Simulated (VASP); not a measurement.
**Sc: single point with PBE**

Sc:

```xyz
4
Lattice="5.1245 0.0000 0.0000 -2.5622 4.4379 0.0000 0.0000 0.0000 5.7812" Properties=species:S:1:pos:R:3 pbc="T T T"
Sc    0.0000    0.0000    1.3796
Sc    0.0000    0.0000    4.4016
Sc    0.0000    2.9586    0.0000
Sc    2.5622    1.4793    0.0000
```

The cell was built by a generator and needn't be a form met in nature.

- Program: VASP 6.6.1
- Task: single point
- Functional: PBE
- Potentials or basis: VASP PAW PBE potentials, release 64 (Sc_sv)
- Cutoff: 520 eV
- k mesh: 12 × 12 × 8
- Occupations: gaussian, width 0.1 eV
- Spin: no spin polarisation

The pressure is 0.0 GPa. The largest force is 0.024 eV/Å and the band gap on the k mesh is none (metal or under the smearing width).

Forces in eV/Å, atoms in the order of the input:
```
Sc   0.000  0.000  0.024
Sc   0.000  0.000 -0.024
Sc   0.000  0.000  0.000
Sc   0.000  0.000  0.000
```

Levels at points of the mesh, in eV from the Fermi level:
```
           k point  band 19  band 20  band 21  band 22  band 23  band 24  band 25  band 26
(0.00, 0.00, 0.00)    -0.76    -0.47    -0.26    -0.09     0.08     0.08     0.26     0.26
(0.50, 0.00, 0.00)    -1.09    -0.56    -0.34    -0.32     0.25     0.44     0.92     0.99
(0.00, 0.00, 0.50)    -0.63    -0.63    -0.16    -0.16     0.36     0.52     0.52     1.10
(0.50, 0.00, 0.50)    -1.23    -0.85    -0.48    -0.14     0.21     0.83     1.06     1.08
```

Wall time 11 min on 1 thread of Intel(R) Xeon(R) Platinum 8488C (Sapphire Rapids), with other jobs on the host, peak memory 0.44 GiB.
